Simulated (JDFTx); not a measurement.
Runs of JDFTx 1.7.0 (patched build) on BN. Symmetry: P6_3/mmc, No. 194, hexagonal system. The conventional cell has a = 2.498 Å, b = 2.498 Å, c = 6.636 Å, α = 90.00°, β = 90.00°, γ = 120.00°. Around N (site symmetry -6m2) lie 3 B at 1.44 Å. B (site symmetry -6m2) is surrounded by 3 N at 1.44 Å. 

```csv
task,level,potentials or basis,cell,k mesh,cutoff (eV),smearing,max SCF steps,SCF threshold on the energy,solver of the electrons,further solve for the empty bands,band ratio of the Davidson solver,gap on the mesh (eV),pressure (GPa)
single point,r2SCAN,SG15-PBE-1.2,as given,10 × 10 × 3,1088,fermi-dirac 0.05 eV,100,1e-09 Ha,scf,yes,-,4.88,-0.4
relaxation of cell and atoms,RPBE,PseudoDojo-SR-PBE-0.5-standard,relaxed,12 × 12 × 4,1143,fermi-dirac 0.05 eV,100,1e-09 Ha,scf,no,-,4.60,0.0
single point,PBEsol,PseudoDojo-SR-PBEsol-0.4.1-standard,as given,12 × 12 × 4,1143,fermi-dirac 0.05 eV,100,1e-09 Ha,scf,yes,-,4.21,2.5
single point,TASK,SG15-PBE-1.2,as given,10 × 10 × 3,1088,fermi-dirac 0.05 eV,100,1e-09 Ha,scf,yes,-,5.88,(b)
single point,LDA,PseudoDojo-SR-LDA-0.4.1-standard,as given,12 × 12 × 4,1143,fermi-dirac 0.05 eV,100,1e-09 Ha,scf,yes,-,(a),-2.9
single point,SCAN,SG15-PBE-1.2,as given,10 × 10 × 3,1088,fermi-dirac 0.05 eV,100,1e-09 Ha,scf,yes,-,4.79,(c)
```

Alike in all rows: no spin polarisation.

Task: Fill in the values left out.

Result: (a) 4.13; (b) 3.9; (c) -0.7.

Caveats: the empty levels aren't tightly converged (some runs); the potentials were made for another functional, which shifts forces and pressure (some runs); an odd mesh through Γ misses points on the zone boundary, where band edges often lie (some runs); this functional lacks dispersion, which binds the layers, so the pressure and a relaxed spacing across them are unreliable, and here the layers came unbound (some runs).

Runs at the PBE level aren't shown here.
